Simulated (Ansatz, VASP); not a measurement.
## Ag in VASP and in Ansatz

Contents of POSCAR:

```
Ag
1.0
    2.8631511148      0.0000000000      0.0000000000
   -1.4315755574      2.4795616003      0.0000000000
    0.0000000000      0.0000000000      4.6064990626
Ag
2
Direct
    0.3333333333      0.6666666667      0.2500000000
    0.6666666667      0.3333333333      0.7500000000
```

File INCAR.step1:

```
SYSTEM = Ag
ALGO     = Normal         ! electronic algorithm
EDIFF    = 1E-4           ! SCF threshold, eV
ENCUT    = 520            ! plane-wave cutoff, eV
GGA      = PE             ! functional
ISMEAR   = -1             ! smearing method
LASPH    = .True.         ! aspherical terms in the spheres
LCHARG   = .False.        ! write CHGCAR
LREAL    = .False.        ! projectors in reciprocal space
LWAVE    = .True.         ! write WAVECAR
NBANDS   = 18             ! bands
NELM     = 60             ! most SCF steps
PREC     = Accurate       ! precision mode
SIGMA    = 0.03           ! smearing width, eV
```

Contents of INCAR.step2:

```
SYSTEM = Ag
ALGO     = Normal         ! electronic algorithm
EDIFF    = 1E-8           ! SCF threshold, eV
ENCUT    = 520            ! plane-wave cutoff, eV
ISIF     = 2              ! what is computed and relaxed
ISMEAR   = -1             ! smearing method
ISTART   = 1            
LASPH    = .True.         ! aspherical terms in the spheres
LCHARG   = .False.        ! write CHGCAR
LEFG     = .True.       
LMIXTAU  = .True.       
LREAL    = .False.        ! projectors in reciprocal space
LWAVE    = .False.        ! write WAVECAR
METAGGA  = R2SCAN         ! meta-GGA
NBANDS   = 18             ! bands
NELM     = 60             ! most SCF steps
PREC     = Accurate       ! precision mode
SIGMA    = 0.03           ! smearing width, eV
```

Contents of KPOINTS:

```
k-points
0
Gamma
  13 13 7
  0 0 0
```

Input for Ansatz:

```yaml
crystal:
  lattice:
    - [2.8631511148, 0.0, 0.0]
    - [-1.4315755574, 2.4795616003, 0.0]
    - [0.0, 0.0, 4.6064990626]
  atoms:
    - { symbol: Ag, position: [0.3333333333, 0.6666666667, 0.25] }
    - { symbol: Ag, position: [0.6666666667, 0.3333333333, 0.75] }
kpoints:
  mp_grid: { grid: [13, 13, 7] }
scf:
  occupations: { method: fermi_dirac, width: 0.03 }
hamiltonian:
  xc: r2scan
  pseudopotentials: { kind: all_electron, datasets: crystal }
output:
  forces: true
  stress: true
  eigenvalues: true
  efg: { contact_densities: true }
```

Change from the starting cell: volume scaled by 0.9405, crystal datasets.

Alike in both runs: task electric field gradients; functional r2SCAN; k mesh 13 × 13 × 7; occupations fermi-dirac, width 0.03 eV; no spin polarisation.

```csv
,VASP,Ansatz
version,VASP 6.6.1,Ansatz 0.2.0
potentials or method,"VASP PAW PBE potentials, release 64 (Ag)","all-electron PAW with datasets made for the crystal, scalar-relativistic"
plane-wave cutoff (eV),520,see its input
```

VASP gave:

* pressure (GPa): 7.1
* largest component of the traceless stress (GPa): 2.86
* Vzz of the field gradient on the site that differs most (V/Å²): -10.2

Question: What did Ansatz give for the same quantities?

Answer: Pressure (GPa): 6.9; largest component of the traceless stress (GPa): 2.84; Vzz of the field gradient on the site that differs most (V/Å²): -9.1.

Ansatz ran all-electron here, so the differences hold the error of VASP's frozen core and of both bases. Ansatz warned: «gradients_without_spin_orbit».

Caveats: the PAW data sets were made with another functional, which shifts forces and pressure a little (VASP).
